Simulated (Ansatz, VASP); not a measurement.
Two plane-wave programs on CdTe

```
CELL_PARAMETERS angstrom
0.00000 3.32579 3.24467
3.24467 0.00000 3.24467
3.24467 3.32579 0.00000
ATOMIC_POSITIONS crystal
Cd 0.00000 0.00000 0.00000
Te 0.75000 0.75000 0.75000
```

Change from the starting cell: strain +0.0250 x Voigt [0, 1, 0, 0, 0, 0], atoms carried along.

Alike in both runs: task single point; functional PBEsol; k mesh 8 × 8 × 8; occupations gaussian, width 0.05 eV; no spin polarisation.

|  | VASP | Ansatz |
| --- | --- | --- |
| version | VASP 6.6.1 | Ansatz 0.2.0 |
| potentials or method | VASP PAW PBE potentials, release 64 (Cd, Te) | scalar-relativistic, plane waves, PAW |
| plane-wave cutoff (eV) | 520 | 420 |
| valence electrons in the cell | 18 | 36 |

Ansatz gave:

| Quantity | Value |
| --- | --- |
| gap on the k mesh at the Fermi level (eV) | 0.55 |
| least direct gap on the mesh (eV) | 0.55 |
| pressure (GPa) | -1.0 |
| largest component of the traceless stress (GPa) | 0.31 |

Problem. Estimate VASP's values.

Solution. gap on the k mesh at the Fermi level (eV): 0.55; least direct gap on the mesh (eV): 0.55; pressure (GPa): -0.8; largest component of the traceless stress (GPa): 0.31.

The two sets of potentials don't hold the same shells in valence.

Caveats: the PAW data sets were made with another functional, which shifts forces and pressure a little (VASP); spin-orbit coupling is left out, which moves the levels of the heavy elements.
